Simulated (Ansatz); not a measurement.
This is a field-response calculation (clamped ions) with the plane-wave code Ansatz on wurtzite MgO; the level of theory is r2SCAN. The cell was relaxed with r2SCAN and then strained (epitaxial -1.0 % in the xy plane, free normal strain +1.42 %), with the atoms relaxed again with r2SCAN; k points keep the names of the unstrained zone.

input.yaml:
```yaml
crystal:
  lattice:
    - [3.2553350558, 0.0, 0.0]
    - [-1.6276675279, 2.8192028561, 0.0]
    - [0.0, 0.0, 5.10599053]
  atoms:
    - { symbol: Mg, position: [0.3333333333, 0.6666666667, -0.0066133739] }
    - { symbol: Mg, position: [0.6666666667, 0.3333333333, 0.4933866261] }
    - { symbol: O, position: [0.3333333333, 0.6666666667, 0.3816133739] }
    - { symbol: O, position: [0.6666666667, 0.3333333333, 0.8816133739] }
kpoints:
  mp_grid: { grid: [9, 9, 4] }
hamiltonian:
  xc: r2scan
scf:
  occupations: { method: fixed }
dielectric: {}
```

Run as `ansatz run input.yaml --threads 2 --pin off --max-ram 29491MiB --backend cpu --events-out ev --progress --plain --runs-dir out`.

Problem. What wall time did it need on 2 threads of AMD EPYC 7R13 Processor (Zen 3), with other jobs on the host, load about 1.5 per core, and how much host memory at the peak?

Solution. About 68 s, with a peak of 1.1 GiB.

Problem. Predict the output.

Solution. Output, abridged:
```
Pseudopotential: Mg, paw, valence charge 10, recommended cutoff 500 eV (meta_gga)
Pseudopotential: O, paw, valence charge 6, recommended cutoff 500 eV (meta_gga)
Functional definition: r2SCAN
Crystal: 4 atoms, lattice volume = 46.860 Å³
Basis set: ecut = 500 eV, 1153 PW (Γ)
Bands: 20, of which v1, the nominal top of the filled ones, is band 16 counted from 1 (15 counted from 0)
Symmetry: 12 space group operations
k-points: 95 of 324 (irreducible under 2 space group operations, time reversal used)
preconditioner: auto → Resta (q_TF=auto, 2.560 Å⁻¹)  ε∞=3.0  [insulator: Δε(μ)=4.398 eV  ℏωp=21.7 eV]
SCF 1 converged in 9 iterations: F = -4996.208720 eV  dr2 = 6.96e-12
SCF 1 converged in 3 iterations: F = -4996.204385 eV  dr2 = 4.81e-8
Free energy (F): -4996.208720 eV
Fermi energy:    4.548086 eV
--- Dielectric response (ions clamped): 3 representative field directions + reference, inside a basis on a mesh of 400 k-points ---
  ε∞ (high-frequency dielectric tensor):
        2.787166     0.000000     0.000000
        0.000000     2.787166     0.000000
        0.000000     0.000000     2.867326
  Born effective charges Z* (e; rows j = field, columns β = displacement):
    site 0:
         1.80235    0.00000    0.00000
         0.00000    1.80235    0.00000
         0.00000    0.00000    1.88702
    site 1:
         1.80235    0.00000    0.00000
         0.00000    1.80235    0.00000
         0.00000    0.00000    1.88702
    site 2:
        -1.80235    0.00000    0.00000
         0.00000   -1.80235    0.00000
         0.00000    0.00000   -1.88702
    site 3:
        -1.80235    0.00000    0.00000
         0.00000   -1.80235    0.00000
         0.00000    0.00000   -1.88702
  ε∞ is read to err by 6.4e-3, Z* by 1.1e-2 e
```
Only the leading digits can be foreseen; the rest is this run's record.

The electronic dielectric tensor ε∞ is 2.79 along x and y, 2.87 along z. Born charges, averaged over directions: Mg +1.83, O -1.83 e.

Simulation only: spin-unpolarised, and no claim that this is the phase found in nature.
